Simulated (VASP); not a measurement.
# ZnCu: self-consistent run

ZnCu, Pm-3m (no. 221), 2 atoms in the cell. PBE; PAW potentials Zn, Cu (PBE set).

## Input

INCAR:
```
PREC     = Accurate       # precision mode
ENCUT    = 520            # plane-wave cutoff, eV
EDIFF    = 1E-7           # SCF threshold, eV
ISMEAR   = 1              # smearing method
SIGMA    = 0.1            # smearing width, eV
LREAL    = F              # projectors in reciprocal space
LASPH    = T              # aspherical terms in the spheres
ALGO     = Normal         # electronic algorithm
NELM     = 100            # most SCF steps
ISIF     = 2              # what is computed and relaxed
LWAVE    = F              # write WAVECAR
LCHARG   = F              # write CHGCAR
GGA      = PE             # functional
GGA_COMPAT= F             
```

KPOINTS:
```
k-points
0
Gamma
  8 8 8
```

POSCAR:
```
ZnCu
1.0
    2.9450000000      0.0000000000      0.0000000000
    0.0000000000      2.9450000000      0.0000000000
    0.0000000000      0.0000000000      2.9450000000
Zn Cu
1 1
Direct
    0.5000000000      0.5000000000      0.5000000000
    0.0000000000      0.0000000000      0.0000000000
```

Commands:
```
cat potpaw_PBE.64/Zn/POTCAR potpaw_PBE.64/Cu/POTCAR > POTCAR
mpirun -np 1 vasp_std > vasp.out
```

## Result

- Pressure (GPa): 3.30
- Gap on the mesh (eV): 0.000
- Fermi level (eV): 5.272

VASP 6.6.1 took 11 s on 1 core (Intel Xeon Platinum 8488C (Sapphire Rapids)), a shared host.
